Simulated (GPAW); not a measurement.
ZrS:

```xyz
2
Lattice="0.0000 2.6250 2.6250 2.6250 0.0000 2.6250 2.6250 2.6250 0.0000" Properties=species:S:1:pos:R:3 pbc="T T T"
Zr    0.0000    0.0000    0.0000
S     2.6250    2.6250    2.6250
```

| Property | Result |
| --- | --- |
| Program | GPAW 26.7.0 |
| Task | relaxation of cell and atoms |
| Functional | PBEsol |
| Dispersion | D3(BJ) |
| Potentials or basis | PAW data sets generated in the run's folder for this functional |
| Cutoff | 600 eV |
| Basis | pw |
| k mesh | 9 × 9 × 9 |
| Occupations | fermi-dirac, width 0.05 eV |
| Spin | no spin polarisation |

At the start: pressure -11.4 GPa; volume 18.09 Å³/atom.

Question: Where does the relaxation end?

Answer: Over 4 steps the energy falls by 55.9 meV/atom and the volume is 16.62 Å³/atom (-8.1 %); space group Fm-3m (No. 225, to 0.05 Å).

Step by step:
```csv
step,energy change (eV),largest force (eV/Å),pressure (GPa),volume (Å³)
1,0.0000,0.0000,-11.39,36.18
2,-0.0599,0.0000,-8.20,35.19
3,-0.1109,0.0000,1.09,33.00
4,-0.1118,0.0000,-0.08,33.24
```

Final structure:
```cif
data_structure
_symmetry_space_group_name_H-M 'P 1'
_symmetry_Int_Tables_number 1
_cell_length_a 3.6090
_cell_length_b 3.6090
_cell_length_c 3.6090
_cell_angle_alpha 60.000
_cell_angle_beta 60.000
_cell_angle_gamma 60.000
_cell_volume 33.24
loop_
_atom_site_label
_atom_site_type_symbol
_atom_site_fract_x
_atom_site_fract_y
_atom_site_fract_z
_atom_site_occupancy
Zr1 Zr 0.00000 0.00000 0.00000 1
S1 S 0.50000 0.50000 0.50000 1
```

Caveat: later steps reuse the first step's grids; pairwise dispersion overbinds metals, which lowers pressure and volume.
